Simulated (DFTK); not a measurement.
The system is Rh.

```
CELL_PARAMETERS angstrom
0.00000 1.89785 1.89785
1.89785 0.00000 1.89785
1.89785 1.89785 0.00000
ATOMIC_POSITIONS crystal
Rh 0.00000 0.00000 0.00000
```

Base run:

```yaml
Program: DFTK 0.8.2
Functional: r2SCAN
Potentials_or_basis: cp2k.nc.sr.pbe.v0_1.largecore.gth (PBE, GTH, large core)
Cutoff: 2150 eV
k_mesh: 10 × 10 × 10
Occupations: fermi-dirac, width 0.05 eV
Spin: no spin polarisation
```

Its results: band gap on the k mesh none (metal or under the smearing width); pressure 4.6 GPa.

The run is repeated on the same cell with these changes: functional from r2SCAN to TASK; potentials or basis from cp2k.nc.sr.pbe.v0_1.largecore.gth (PBE, GTH, large core) to in-house norm-conserving set (r2SCAN, scalar relativistic); cutoff from 2150 eV to 1197 eV; valence electrons from 9 to 17. What comes out?

Band gap on the k mesh none (metal or under the smearing width); pressure 1.5 GPa.

Caveats: the potentials were made for another functional, which shifts forces and pressure; GTH potentials come without recommended cutoffs, and this one wasn't checked for convergence (some runs); the program warned that the kinetic-energy density falls under its von Weizsäcker bound, which can give unphysical results (some runs); this set keeps more shells in the core, which shifts pressures and gaps (some runs).
